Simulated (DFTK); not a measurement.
Here is a DFTK 0.8.2 calculation.

Contents of run.jl:

```julia
using DFTK
using PseudoPotentialData
using Unitful, UnitfulAtomic
using LinearAlgebra, Printf
include("save.jl")
disable_threading()

# lattice vectors are the columns
lattice = austrip(1u"Å") * [           0.0        1.78337        1.78337;
                  1.78337            0.0        1.78337;
                  1.78337        1.78337            0.0]
symbols   = [:C, :C]
positions = [[0.75, 0.75, 0.75],
             [0.5, 0.5, 0.5]]
pseudopotentials = PseudoFamily("dojo.nc.sr.pbe.v0_4_1.standard.upf")
elements = Dict(s => ElementPsp(s, pseudopotentials) for s in unique(symbols))
atoms    = [elements[s] for s in symbols]

build_model(lattice, positions; symmetries=true) =
    model_DFT(lattice, atoms, positions;
              functionals=PBE(),
              temperature=austrip(0.05u"eV"),
              smearing=Smearing.FermiDirac(),
              symmetries)
Ecut  = 41.0  # hartree
kgrid = [13, 13, 13]
tol   = 1e-6
to_GPa = ustrip(uconvert(u"GPa", 1u"hartree/bohr^3"))

results["points"] = []
for scale in [0.94, 0.96, 0.98, 1.0, 1.02, 1.04, 1.06]
    println("\n=== scale = ", scale)
    model = build_model(cbrt(scale) * lattice, positions)
    basis = PlaneWaveBasis(model; Ecut, kgrid)
    t0 = time()
    scfres = self_consistent_field(basis;
                                   tol,
                                   nbandsalg=AdaptiveBands(model; n_bands_converge=9))
    seconds = time() - t0
    @printf "SCF: %d iterations, %.1f s\n" scfres.n_iter seconds
    forces = compute_forces_cart(scfres)
    stress = compute_stresses_cart(scfres)
    @printf "V = %.5f Å^3  F = %.8f Ha  max force = %.5f eV/Å  p = %.4f GPa\n" ustrip(auconvert(u"Å^3", model.unit_cell_volume)) scfres.energies.total ustrip(auconvert(u"eV/Å", maximum(norm, forces))) (-tr(stress) / 3 * to_GPa)
    push!(results["points"], save_scf!(scfres; forces, stress, d=Dict{String,Any}("seconds" => seconds, "n_matvec" => get(scfres, :n_matvec, 0))))
end

# third-order Birch-Murnaghan fit in x = V^(-2/3)
V = [0.94, 0.96, 0.98, 1.0, 1.02, 1.04, 1.06] * abs(det(lattice))
E = [p["total"] for p in results["points"]]
x = V .^ (-2 / 3)
c = [x .^ 0 x x .^ 2 x .^ 3] \ E
Δ = c[3]^2 - 3c[2] * c[4]
if Δ > 0
    x0 = (-c[3] + sqrt(Δ)) / 3c[4]
    B0 = 4 / 9 * x0^(7 / 2) * (2c[3] + 6c[4] * x0)
    @printf "V0 = %.4f Å^3  B0 = %.2f GPa\n" ustrip(auconvert(u"Å^3", x0^(-3 / 2))) B0 * to_GPa
end
```

Potentials or basis: dojo.nc.sr.pbe.v0_4_1.standard.upf (PBE).

Command:

```console
$ julia --threads=1 run.jl  # save.jl only writes the numbers to a file and isn't shown; printed stress counts tension as positive; times include loading and compiling
```

Q: Predict the pressure derivative of the bulk modulus.

A: 3.7.

Q: Estimate the bulk modulus.

A: 432 GPa.

Q: What does it give for the equilibrium volume?

A: 5.70 Å³/atom.

Energy against volume, from the lowest point:
```csv
volume (Å³/atom),energy (meV/atom)
5.332,35.45
5.445,16.33
5.558,4.74
5.672,0.00
5.785,1.51
5.899,8.69
6.012,21.05
```

**The experiment to reproduce.**

From “Equation of state of cubic boron nitride at high pressures and temperatures”, 2007, arxiv:cond-mat/0702656, for a bulk crystal of C: bulk modulus 444.8 ± 0.8 GPa.

Against the measured bulk modulus of C, 444.8 GPa (quoted in “Equation of state of cubic boron nitride at high pressures and temperatures”, 2007, arxiv:cond-mat/0702656), the calculated 432 GPa is off by -2.8 %. 3 values of this kind are on record (442 to 444.8 GPa); this one was drawn at random among those near their median, those with a stated uncertainty first. The fit is for a static lattice scaled at fixed shape and fixed fractional positions. The cell as given is a measured one (5.67 Å³/atom); PBE puts the equilibrium volume +0.5 % from it, thermal expansion not counted.
